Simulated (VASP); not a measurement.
## GaN: phonons with LDA

The system is GaN.

```
Ga N
1.0
     3.18000    0.00000    0.00000
    -1.59000    2.75396    0.00000
     0.00000    0.00000    5.16600
Ga N
2 2
Direct
  0.66667 0.33333 0.50000
  0.33333 0.66667 0.00000
  0.66667 0.33333 0.87500
  0.33333 0.66667 0.37500
```

- Program: VASP 6.6.1
- Task: phonons
- Functional: LDA
- Potentials or basis: VASP PAW LDA potentials, release 64 (Ga_d, N)
- Cutoff: 600 eV
- k mesh: 7 × 7 × 4
- Occupations: fermi-dirac, width 0.05 eV
- Spin: no spin polarisation
- Further INCAR settings: ALGO = Normal; EDIFF = 1e-08; IBRION = 6; POTIM = 0.015; NSW = 1

* Relaxed volume: 11.11 Å³/atom
* Relaxed cell: a = 3.157 Å, b = 3.157 Å, c = 5.147 Å, α = 90.00°, β = 90.00°, γ = 120.00°
* Space group after relaxing (to 0.05 Å): P6_3mc (No. 186)
* Highest phonon frequency at Γ, LO-TO splitting left out: 698 cm⁻¹

Step by step:
```csv
step,energy change (eV),largest force (eV/Å),pressure (GPa),volume (Å³)
1,0.0000,0.1278,-3.55,45.24
2,-0.0001,0.1143,3.82,43.62
3,-0.0109,0.0112,0.03,44.42
4,-0.0109,0.0088,0.09,44.40
5,-0.0109,0.0002,-0.16,44.44
6,-0.0109,0.0030,0.01,44.42
7,-0.0109,0.0025,-0.04,44.43
8,-0.0109,0.0027,-0.03,44.43
9,-0.0109,0.0028,-0.03,44.43
10,-0.0109,0.0002,-0.01,44.42
```

Final structure:
```
Ga N
1.0
     3.15693    0.00000    0.00000
    -1.57847    2.73399    0.00000
     0.00000    0.00000    5.14670
Ga N
2 2
Direct
  0.66667 0.33333 0.49930
  0.33333 0.66667 0.99930
  0.66667 0.33333 0.87570
  0.33333 0.66667 0.37570
```

Phonon frequencies in cm⁻¹ (negative: imaginary):
```
              q point                                frequencies
(0.000, 0.000, 0.000)  0 0 0 139 139 336 539 561 561 570 570 698
```

Run time: 6.3 min on 1 thread of AMD EPYC 9R45 96-Core Processor (Zen 5), with other jobs on the host, peak memory 0.28 GiB.
